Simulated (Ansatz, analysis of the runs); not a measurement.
# A defect in a wire: (4,0) C nanotube, B and B in place of neighbours C and C, part 4 of 4

Wanted: the relaxed defect and the transmission past it, beside the channels of the perfect wire.

Ansatz 0.2.0; DFT PBE, plane waves, PAW; relaxation of a wire's period (the session's first sound run).

So far, channels at the energy nearest the Fermi level, one spin: step 3 (the wire at its relaxed period) 3.

## (5) The open system

This step: DFT PBE, plane waves, PAW; transmission of a junction in a wire (Ansatz 0.2.0).

The cell is now read as a scatterer between two semi-infinite leads, named by two sites one period apart. The scattering states in its self-consistent potential are matched to the leads' states at each energy. One point across is taken, as for a wire in vacuum.

input.yaml reads:

```yaml
crystal:
  lattice:
    - [9.932, 0.0, 0.0]
    - [0.0, 9.932, 0.0]
    - [0.0, 0.0, 29.5143822369]
  atoms:
    - { symbol: C, position: [0.330192775, 0.499977252, 0.00029528] }
    - { symbol: C, position: [0.499977252, 0.669761728, 0.00029528] }
    - { symbol: C, position: [0.499977252, 0.330192775, 0.00029528] }
    - { symbol: C, position: [0.669761728, 0.499977252, 0.00029528] }
    - { symbol: C, position: [0.330192775, 0.499977252, 0.047323768] }
    - { symbol: C, position: [0.499977252, 0.669761728, 0.047323768] }
    - { symbol: C, position: [0.499977252, 0.330192775, 0.047323768] }
    - { symbol: C, position: [0.669761728, 0.499977252, 0.047323768] }
    - { symbol: C, position: [0.37990611, 0.620048393, 0.071729675] }
    - { symbol: C, position: [0.37990611, 0.37990611, 0.071729675] }
    - { symbol: C, position: [0.620048393, 0.620048393, 0.071729675] }
    - { symbol: C, position: [0.620048393, 0.37990611, 0.071729675] }
    - { symbol: C, position: [0.37990611, 0.620048393, 0.118746516] }
    - { symbol: C, position: [0.37990611, 0.37990611, 0.118746516] }
    - { symbol: C, position: [0.620048393, 0.620048393, 0.118746516] }
    - { symbol: C, position: [0.620048393, 0.37990611, 0.118746516] }
    - { symbol: C, position: [0.330192775, 0.499977252, 0.143152422] }
    - { symbol: C, position: [0.499977252, 0.669761728, 0.143152422] }
    - { symbol: C, position: [0.499977252, 0.330192775, 0.143152422] }
    - { symbol: C, position: [0.669761728, 0.499977252, 0.143152422] }
    - { symbol: C, position: [0.330192775, 0.499977252, 0.190180911] }
    - { symbol: C, position: [0.499977252, 0.669761728, 0.190180911] }
    - { symbol: C, position: [0.499977252, 0.330192775, 0.190180911] }
    - { symbol: C, position: [0.669761728, 0.499977252, 0.190180911] }
    - { symbol: C, position: [0.37990611, 0.620048393, 0.214586818] }
    - { symbol: C, position: [0.37990611, 0.37990611, 0.214586818] }
    - { symbol: C, position: [0.620048393, 0.620048393, 0.214586818] }
    - { symbol: C, position: [0.620048393, 0.37990611, 0.214586818] }
    - { symbol: C, position: [0.37990611, 0.620048393, 0.261603659] }
    - { symbol: C, position: [0.37990611, 0.37990611, 0.261603659] }
[... 76 atom lines left out ...]
    - { symbol: C, position: [0.620048393, 0.620048393, 0.928872532] }
    - { symbol: C, position: [0.620048393, 0.37990611, 0.928872532] }
    - { symbol: C, position: [0.37990611, 0.620048393, 0.975889373] }
    - { symbol: C, position: [0.37990611, 0.37990611, 0.975889373] }
    - { symbol: C, position: [0.620048393, 0.620048393, 0.975889373] }
    - { symbol: C, position: [0.620048393, 0.37990611, 0.975889373] }
kpoints:
  mp_grid: { grid: [1, 1, 3] }
scf:
  occupations: { method: fermi_dirac, width: 0.05 }
hamiltonian:
  xc: pbe
output:
  transmission:
    e_range: [-1.26, 1.26]
    de: 0.035
    kmesh: [1, 1]
    reduced_basis: true
    leads: [[96, 0]]
  dos: { projected: true, e_range: [-4, 3] }
  write_potential: true
  write_density: true
  volumetric_format: npy
  elf: true
basis:
  ecutwfc: "350 eV"
```

Atom lines that are left out differ too.

Launch:

```
$ ansatz run input.yaml --threads 4 --pin off --max-ram 16384MiB --backend cpu --events-out ev --progress --plain --runs-dir out
```

Numbers of over 12 decimals in the logs are rounded to 6 here.

The program printed:

```text
[...]
Crystal: 112 atoms, lattice volume = 2911.435 Å³
Basis set: ecut = 350 eV, 43279 PW (Γ)
Bands: 335, of which v1, the nominal top of the filled ones, is band 223 counted from 1 (222 counted from 0)
Symmetry: 1 space group operations
[...]
k-points: 2 of 3 (time reversal used)
[...]
SCF iter   1: F=—  HF=-27828.245335 eV  |F-HF|=—  |Δ(HF+E_count)|=         —  Δρ=8.30e-3  dr2=5.69e0  ethr=1.77e-3  ⟨swp⟩=7.0  Hψ=3220  notcnv=0  defer=179
[...]
SCF iter  11: F=-27827.901767 eV  HF=-27827.901767 eV  |F-HF|=1.69e-9  |Δ(HF+E_count)|=   6.94e-8  Δρ=1.14e-6  dr2=4.69e-8  ethr=2.24e-11  ⟨swp⟩=27.5  Hψ=4954  notcnv=0
SCF 1 converged in 11 iterations: F = -27827.901767 eV  dr2 = 4.69e-8
[...]
transmission: 7 of 49 steps passed
transmission: 10 of 49 steps passed
[...]
transmission: 49 of 49 steps passed
WARN: The output density's exchange-correlation potential varies sharply where the density is thin. Do not read a vacuum level from v_tot or v_xc, or from such a field of the output density. On a cell that repeats whose density bears no net charge and no dipole along the vacuum's axis use v_es (v_loc + v_h of the components); under efield.dipole_correction with no amplitude use v_es + v_field, which holds any externa [...]
SCF converged after 11 iterations
Free energy (F): -27827.901767 eV
[...]
Internal energy: -27827.759817 eV  (E = F + TS)
E sigma→0 (E₀):  -27827.830792 eV
Entropy (-TS):   -0.141951 eV (-1.267 meV/atom)
Fermi energy:    -1.604827 eV
[...]
--- Band table (eV) ---
  k-point 0: bands = [... 219 lower, -1.9487, -1.9407, -1.9378, -1.8898, -1.6091, -1.3799, -1.1196, -1.0834, ... 108 higher]
  k-point 1: bands = [... 219 lower, -1.9427, -1.7944, -1.7421, -1.6164, -1.5472, -1.4187, -1.2904, -1.1806, ... 108 higher]
--- Transmission ---
  basis      : 725 plane waves across, 49 finite elements along
  points     : 1, standing for a mesh of 1 x 1
[...]
crystal 0  : C16, at the sites [96, 0], period 4.2163 Å, over 16.87 Å; its Hamiltonian steps by up to 123.2 meV: too much for a lead, lay more layers or, if its atoms are ordered, name the step of that order
[...]
filled         : 6.6 meV over the level at which it is neutral
    channels       : 3.000000e0 a spin
[...]
junction   : crystal 0 to crystal 0, 3.86 to 29.16 Å
    transmission   : 1.744332e0 a spin
    conductance    : 1.3697e14 S/m² at 300 K (1.3700e14 on every other energy)
    error estimate : 0.0 % from the energy spacing and 0.0 % from band edges of the leads and from resonances (wavevectors taken as independent; lower de), 7.8 % from the steps of its leads' Hamiltonians or their offsets (lay more layers), 0.2 % from the distance to neutral
    resistance     : 3.0570e-3 Ω µm² beyond half of each lead's own
```

Elapsed: 18 min, on 4 threads of Arm Neoverse V1, shared host; peak memory 6.4 GiB.

This step gave:

```
energy at zero smearing                                      : -27827.8308 eV
transmission at the energy nearest the Fermi level, one spin : 1.744
step of the lead's Hamiltonian                               : 123.2 meV
conductance of the junction                                  : 1.744 G₀
```

Transmission, one spin against energy, zero at the Fermi level:

energy (eV), transmission, one spin and a bar from the least value:
```
    -1.26       1.33 ##########
    -1.23       1.72 ###############
    -1.19       1.53 ############
    -1.12       2.51 #########################
    -1.05       2.70 ############################
    -0.98       2.77 #############################
    -0.91       2.79 #############################
    -0.84       2.75 ############################
    -0.77       2.54 ##########################
    -0.70       2.82 #############################
    -0.67       2.87 ##############################
    -0.63       2.87 ##############################
    -0.59       2.85 ##############################
    -0.53       2.79 #############################
    -0.46       2.76 #############################
    -0.39       2.73 ############################
    -0.32       2.69 ############################
    -0.24       2.50 #########################
    -0.17       2.04 ###################
    -0.10       1.71 ###############
    -0.04       1.72 ###############
     0.00       1.74 ###############
     0.04       1.76 ###############
     0.10       1.78 ################
     0.17       1.82 ################
     0.24       1.90 #################
     0.32       2.02 ###################
     0.39       2.18 #####################
     0.46       2.34 #######################
     0.53       2.48 #########################
     0.56       2.50 #########################
     0.59       2.41 ########################
     0.63       0.61 
     0.70       0.88 ####
     0.77       0.88 ####
     0.84       0.87 ###
     0.91       0.86 ###
     0.98       2.13 ####################
     1.05       2.39 ########################
     1.12       2.50 #########################
     1.19       2.56 ##########################
     1.26       2.59 ##########################
```

The open channels of the lead, one spin by energy, zero at the Fermi level:

energy (eV), open channels of the lead, one spin and a bar from the least value:
```
    -1.26       2.00 ########
    -1.19       2.00 ########
    -1.12       3.00 ###############
    -1.05       3.00 ###############
    -0.98       3.00 ###############
    -0.91       3.00 ###############
    -0.84       3.00 ###############
    -0.77       3.00 ###############
    -0.70       5.00 ##############################
    -0.63       5.00 ##############################
    -0.59       5.00 ##############################
    -0.53       5.00 ##############################
    -0.46       5.00 ##############################
    -0.39       5.00 ##############################
    -0.32       4.00 ######################
    -0.24       3.00 ###############
    -0.17       3.00 ###############
    -0.10       3.00 ###############
    -0.04       3.00 ###############
     0.00       3.00 ###############
     0.04       3.00 ###############
     0.10       3.00 ###############
     0.17       3.00 ###############
     0.24       3.00 ###############
     0.32       3.00 ###############
     0.39       3.00 ###############
     0.46       3.00 ###############
     0.53       3.00 ###############
     0.59       3.00 ###############
     0.63       1.00 
     0.70       1.00 
     0.77       1.00 
     0.84       1.00 
     0.91       1.00 
     0.98       3.00 ###############
     1.05       3.00 ###############
     1.12       3.00 ###############
     1.19       3.00 ###############
     1.26       3.00 ###############
```

Projected DOS an atom over height of the atomic layer and energy from the Fermi level.  broadened by a Gaussian of 0.15 eV, since few k-points sample the long cell.

Values in states/eV, 12 rows by 16 columns, each cell a mean:
```
0.115 0.111 0.111 0.110 0.110 0.115 0.106 0.109 0.130 0.128 0.117 0.104 0.118 0.107 0.112 0.110
0.094 0.097 0.098 0.095 0.103 0.099 0.100 0.102 0.148 0.128 0.111 0.094 0.104 0.101 0.097 0.099
0.107 0.106 0.105 0.112 0.111 0.107 0.114 0.110 0.243 0.217 0.150 0.111 0.115 0.116 0.109 0.107
0.225 0.237 0.229 0.220 0.193 0.159 0.146 0.123 0.295 0.298 0.196 0.166 0.190 0.210 0.219 0.232
0.474 0.475 0.475 0.472 0.466 0.457 0.463 0.421 0.203 0.204 0.387 0.476 0.476 0.474 0.475 0.477
0.163 0.150 0.159 0.166 0.195 0.246 0.252 0.314 0.217 0.256 0.244 0.226 0.182 0.169 0.166 0.151
0.112 0.112 0.110 0.112 0.105 0.107 0.112 0.132 0.208 0.249 0.146 0.114 0.113 0.110 0.111 0.111
0.191 0.195 0.195 0.197 0.188 0.177 0.174 0.190 0.261 0.274 0.215 0.179 0.182 0.196 0.190 0.197
0.238 0.239 0.237 0.237 0.262 0.253 0.244 0.241 0.251 0.242 0.232 0.238 0.248 0.243 0.236 0.228
0.488 0.486 0.496 0.498 0.456 0.460 0.444 0.381 0.372 0.376 0.376 0.438 0.468 0.456 0.485 0.495
0.281 0.283 0.265 0.268 0.284 0.308 0.334 0.316 0.290 0.283 0.298 0.329 0.301 0.295 0.277 0.279
0.114 0.103 0.124 0.112 0.135 0.114 0.121 0.143 0.178 0.178 0.158 0.121 0.117 0.129 0.125 0.111
```
Columns: height of the atomic layer (Å) from 0.00872 to 28.8 (not evenly spaced); rows upwards: energy from the Fermi level (eV) from -3.98 to 1.47.

Valence density in the ca plane at fractional y = 0.369, with atoms of C and B within 0.2 Å of it. It is the smooth field of the valence electrons, not physical close to the nuclei.

Ten even steps from '0' (0.0 e/Å³) to '9' (2.0 e/Å³), each cell a mean:
```
00000000000000000000000000000000000000000000
00000000000000000000000000000000000000000000
00000000000000000000000000000000000000000000
00000000000000000000000000000000000000000000
00000000000000000000000000000000000000000000
00000000000000000000000000000000000000000000
10000111111110001111111110000111111100000111
42001245445531002455432221001354445420002444
73101478998851013789752331002689998731014789
84112588878862114887533431113798888841125888
76434675334675346753112332224664335764346753
67767752112577666631111222345642113677677631
77555763213675445653223432235653124775567632
85222587556863113787667742113786557852236875
84101489999862002689998841013799999841014889
52101366666641001456566631002577777631013666
21000122222210000121122210001222223210001222
00000000000000000000000000000000000000000000
00000000000000000000000000000000000000000000
00000000000000000000000000000000000000000000
00000000000000000000000000000000000000000000
00000000000000000000000000000000000000000000
00000000000000000000000000000000000000000000
00000000000000000000000000000000000000000000
```
Columns run along c (16.0 Å, from fractional 0.27 to 0.82 of the cell), rows up along a (9.9 Å). Atoms in or near the plane, at fractional coordinates: C at (0.36, 0.38), C at (0.36, 0.62), C at (0.40, 0.38), C at (0.40, 0.62), C at (0.50, 0.39), C at (0.49, 0.63), C at (0.55, 0.38), B at (0.55, 0.64), C at (0.65, 0.38), C at (0.65, 0.62), C at (0.69, 0.38), C at (0.69, 0.62), C at (0.79, 0.38), C at (0.79, 0.62).

Electrostatic potential energy in the ca plane at fractional y = 0.369, with atoms of C and B within 0.2 Å of it. With pseudopotentials it is smooth inside the atoms' cores, unlike the true potential.

Ten even steps from '0' (-61 eV) to '9' (4 eV), each cell a mean:
```
99999999999999999999999999999999999999999999
99999999999999999999999999999999999999999999
99999999999999999999999999999999999999999999
99999999999999999999999999999999999999999999
99999999999999999999999999999999999999999999
99999999999999999999999999999999999999999999
99999999999999988998889999999999999999999999
99975576458999853674248999864676478999855775
99850043006999610362027999720151028998500440
99851154126898721574258999730262037998511550
78666788765687567888877888666787666786666886
56326899852375258999875686347898732562268998
67446888864587567888876787457898743674368888
88863366336898741375258898753575357888634663
99850043005899720151017999710151027998500430
99962265237999853474248999841363148999622552
99998888889999998898889999987888789999988888
99999999999999999999999999999999999999999999
99999999999999999999999999999999999999999999
99999999999999999999999999999999999999999999
99999999999999999999999999999999999999999999
99999999999999999999999999999999999999999999
99999999999999999999999999999999999999999999
99999999999999999999999999999999999999999999
```
Columns run along c (16.0 Å, from fractional 0.30 to 0.84 of the cell; values clipped at the 3rd and 97th percentile), rows up along a (9.9 Å). Atoms in or near the plane, at fractional coordinates: C at (0.36, 0.38), C at (0.36, 0.62), C at (0.40, 0.38), C at (0.40, 0.62), C at (0.50, 0.39), C at (0.49, 0.63), C at (0.55, 0.38), B at (0.55, 0.64), C at (0.65, 0.38), C at (0.65, 0.62), C at (0.69, 0.38), C at (0.69, 0.62), C at (0.79, 0.38), C at (0.79, 0.62) and more.

ELF in the ca plane at fractional y = 0.369, with atoms of C and B within 0.2 Å of it. It is the smooth field of the valence electrons, not physical close to the nuclei.

Ten even steps from '0' (0.00) to '9' (0.94), each cell a mean:
```
00000000000000000000000000000000000000000000
00000000000000000000000000000000000000000000
00000000000000000000000000000000000000000000
00000000000000000000011000000000000000000000
00011000111000121001243100011000110000110000
00133222343101343222465200233212332001333223
00366555675102676664476301476545664102666556
10476687677203765895256301676787675103776776
10462398236202631895036301551695155103633882
21475487467313774784377312573686376214754883
55688644688666787433687445687555896556886556
89556311464697565102552387466202664895563114
78678523587676687434785466577323776786785225
33587577578423685686587323686676686335886775
10363288236301551595156201551595155103632882
10375488557301575786466202674696365103755884
10377666677301576556675102687666775103776666
00145433454101244223453101455334553002454334
00022111122000121001221000122111221000221111
00000000000000000000000000000000000000000000
00000000000000000000000000000000000000000000
00000000000000000000000000000000000000000000
00000000000000000000000000000000000000000000
00000000000000000000000000000000000000000000
```
Columns run along c (16.0 Å, from fractional 0.30 to 0.84 of the cell), rows up along a (9.9 Å). Atoms in or near the plane, at fractional coordinates: C at (0.36, 0.38), C at (0.36, 0.62), C at (0.40, 0.38), C at (0.40, 0.62), C at (0.50, 0.39), C at (0.49, 0.63), C at (0.55, 0.38), B at (0.55, 0.64), C at (0.65, 0.38), C at (0.65, 0.62), C at (0.69, 0.38), C at (0.69, 0.62), C at (0.79, 0.38), C at (0.79, 0.62) and more.

By hand: the program gives 1.3697 × 10^14 S/m² over the cell's cross-section of 98.64 Å² = 9.864 × 10^-19 m², so one cell conducts 1.351 × 10^-4 S. Divided by G0 = 2e²/h = 7.748 × 10^-5 S this is 1.74 G0, a resistance of 7.40 kΩ.

The conductance is 1.74 G₀, with 3 channels a spin open in the lead. The lead's Hamiltonian steps by 123.2 meV, which the program calls too much for a lead. The largest term of the program's error estimate is 8 %, from the steps of its leads' Hamiltonians or their offsets.

## (6) Conductance and thermopower from T(E)

This step: Landauer integrals over the computed T(E), interpolated linearly between its energies (analysis of the runs above).

Conductance and thermopower are moments of T(E) over the thermal window; sliding the window along E stands for a gate that leaves T(E) rigid.

Numbers from this step:

| Property | Result |
| --- | --- |
| conductance at 300 K, interpolated from T(E) | 1.744 G₀ |
| thermopower at 300 K | -1.325 μV/K |
| Lorenz number over L0 | 1.013 |

T(E) held rigid; rough near sharp steps of T(E). Conductance at 300 K against shift of the leads' level:

```csv
shift of the leads' level (eV),conductance at 300 K (G₀)
-0.900,2.77
-0.800,2.68
-0.750,2.66
-0.650,2.84
-0.550,2.81
-0.450,2.76
-0.400,2.73
-0.300,2.62
-0.200,2.21
-0.150,1.94
-0.050,1.73
0.050,1.76
0.150,1.81
0.200,1.86
0.300,2.00
0.400,2.21
0.450,2.32
0.550,2.30
0.650,1.09
0.750,0.882
0.800,0.885
0.900,1.14
```

T(E) held rigid; rough near sharp steps of T(E). The thermopower at 300 K by shift of the leads' level:

```csv
shift of the leads' level (eV),thermopower at 300 K (μV/K)
-0.900,0.668
-0.850,2.35
-0.800,2.55
-0.700,-4.96
-0.650,-1.89
-0.600,0.663
-0.550,1.47
-0.450,1.34
-0.400,1.78
-0.350,3.12
-0.300,6.48
-0.200,17.5
-0.150,16.5
-0.100,8.30
-0.050,1.19
0.050,-1.70
0.100,-2.00
0.150,-2.86
0.200,-4.17
0.300,-6.74
0.350,-7.34
0.400,-7.12
0.450,-5.40
0.550,18.0
0.600,54.1
0.650,56.7
0.700,14.8
0.800,-3.52
0.850,-18.7
0.900,-47.9
```

The two levels move by half the bias each and T(E) is held rigid. The current from the zero-bias T(E) by bias:

```csv
bias (V),current from the zero-bias T(E) (μA)
0.000,0
0.100,13.5
0.200,27.2
0.300,41.3
0.400,56.4
0.500,72.8
0.600,90.2
0.700,108
0.800,127
0.900,147
1.000,167
1.100,187
1.200,206
1.300,222
1.400,237
1.500,251
1.600,264
1.700,278
1.800,293
1.900,309
```

By hand, Mott's formula: S = −(π²k²T/3e) d ln T/dE, and π²k²T/3e = 7.33 μV/K × eV at 300 K. The computed T is 1.70 at -0.070 eV and 1.77 at +0.070 eV, so d ln T/dE ≈ 0.291 per eV and S ≈ -2.14 μV/K, against -1.33 from the integrals.

The thermopower is -1.33 μV/K. The Lorenz ratio is 1.01, where the Wiedemann-Franz law gives 1. Moving the level by up to 0.1 eV either way gives -2.0 to 8.3 μV/K.

## (7) Summary of results

```
conductance of the perfect wire                     : 3.00 G₀
conductance, B and B in place of neighbours C and C : 1.74 G₀
thermopower, B and B in place of neighbours C and C : -1.33 μV/K
```

What this shows: Summed over the computed window, 71 % of the lead's open channels pass the defect; the conductance at 300 K is 1.74 G₀. With B and B in place of neighbours C and C, 58 % of the conductance of that run's own lead (3.00 G₀) is left. Transport is coherent and elastic here: the atoms are frozen, so scattering by vibrations plays no part. The free region is short: held atoms still bear up to 1.3 eV/Å after a relaxation. In 1 run the program finds the step of the lead's Hamiltonian too large, so longer leads may change the transmission. A cutoff under the files' recommended one was taken to save time; its effect on T(E) was not tested here.

[Logs are printed without paths, hosts, clocks, repeated set-up lines and the standing remarks that a program may print on its own settings, such as how far it seeks lower states.]

[Hosts, paths, dates, database ids (printed as entryN), source tags and the programs' standing remarks are cut or masked in the printed files.]
